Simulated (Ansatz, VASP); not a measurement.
## MnO2: VASP beside Ansatz

```xyz
3
Lattice="2.8768 0.0000 0.0000 -1.4384 2.4914 0.0000 0.0000 0.0000 5.4465" Properties=species:S:1:pos:R:3 pbc="T T T"
Mn    0.0000    0.0000    0.0000
O     0.0000    1.6609    0.9551
O     1.4384    0.8305    4.4913
```

Alike in both runs: task single point; functional PBE; k mesh 14 × 14 × 6; occupations gaussian, width 0.05 eV; no spin polarisation.

```csv
,VASP,Ansatz
version,VASP 6.6.1,Ansatz 0.2.0
potentials or method,"VASP PAW PBE potentials, release 64 (Mn_pv, O)","scalar-relativistic, plane waves, PAW"
plane-wave cutoff (eV),520,420
valence electrons in the cell,25,27
```

Ansatz gave:

* gap on the k mesh at the Fermi level (eV): none
* pressure (GPa): -8.0
* largest component of the traceless stress (GPa): 5.13
* rms of the force components (eV/Å): 0.171

Task: What did VASP give for the same quantities?

Result: gap on the k mesh at the Fermi level (eV): none; pressure (GPa): -7.2; largest component of the traceless stress (GPa): 4.65; rms of the force components (eV/Å): 0.139.

Atom by atom the forces differ by 0.032 eV/Å (rms over components). A gap of «none» marks a metal or a gap that the smearing closes. The two sets of potentials don't hold the same shells in valence.

Caveats: an odd number of electrons without spin polarisation forces a metal; a magnetic or distorted state may lie lower; the run has no spin polarisation, though such a crystal can be magnetic; semilocal functionals often make such compounds metallic where correlation or magnetic order opens a gap, which also shifts bond lengths. Spin polarisation is off, so any magnetic state and its effect on volume and gap are missing.
